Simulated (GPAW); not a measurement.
Crystal: Os.

```
CELL_PARAMETERS angstrom
2.73410 0.00000 0.00000
-1.36705 2.36780 0.00000
0.00000 0.00000 4.31970
ATOMIC_POSITIONS crystal
Os 0.66667 0.33333 0.75000
Os 0.33333 0.66667 0.25000
```

| Quantity | Value |
| --- | --- |
| Program | GPAW 26.7.0 |
| Task | relaxation of cell and atoms |
| Functional | AM05 |
| Potentials or basis | PAW data sets generated in the run's folder for this functional |
| Cutoff | 600 eV |
| Basis | pw |
| k mesh | 8 × 8 × 5 |
| Occupations | fermi-dirac, width 0.05 eV |
| Spin | no spin polarisation |

At the start: pressure -8.6 GPa; volume 13.98 Å³/atom.

Task: How do energy, volume and symmetry change on relaxing?

Result: Over 4 steps the energy falls by 7.7 meV/atom and the volume is 13.70 Å³/atom (-2.0 %); space group P6_3/mmc (No. 194, to 0.05 Å).

The path:
```
step  energy change (eV)  largest force (eV/Å)  pressure (GPa)  volume (Å³)
   1              0.0000                0.0000           -8.61        27.96
   2             -0.0147                0.0000           -1.90        27.52
   3             -0.0154                0.0000            0.06        27.40
   4             -0.0154                0.0000            0.01        27.40
```

Final structure:
```
Os
1.0
     2.71493    0.00000    0.00000
    -1.35747    2.35120    0.00000
     0.00000    0.00000    4.29205
Os
2
Direct
  0.66667 0.33333 0.75000
  0.33333 0.66667 0.25000
```

Caveat: later steps reuse the first step's grids.
